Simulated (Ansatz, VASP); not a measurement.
## Pb in VASP and in Ansatz

```
Pb
1.0
     0.00000    2.47502    2.47502
     2.47502    0.00000    2.47502
     2.47502    2.47502    0.00000
Pb
1
Direct
  0.00000 0.00000 0.00000
```

Alike in both runs: task single point; functional RPBE; k mesh 9 × 9 × 9; occupations gaussian, width 0.02 eV; no spin polarisation.

|  | VASP | Ansatz |
| --- | --- | --- |
| version | VASP 6.6.1 | Ansatz 0.2.0 |
| potentials or method | VASP PAW PBE potentials, release 64 (Pb) | Ansatz PAW |
| plane-wave cutoff (eV) | 500 | 420 |
| valence electrons in the cell | 4 | 14 |

Ansatz gave:

```
gap on the k mesh at the Fermi level (eV) : none
pressure (GPa)                            : 3.9
```

Estimate VASP's values.

gap on the k mesh at the Fermi level (eV): none; pressure (GPa): 3.5.

A gap of «none» marks a metal or a gap that the smearing closes. The two sets of potentials don't hold the same shells in valence.

Caveats: the PAW data sets were made with another functional, which shifts forces and pressure a little (VASP); the PAW data sets come from PBE, with cores solved anew for the run's functional, which leaves a small shift of forces and pressure (Ansatz). Spin-orbit coupling is left out, which matters for the levels of Pb.
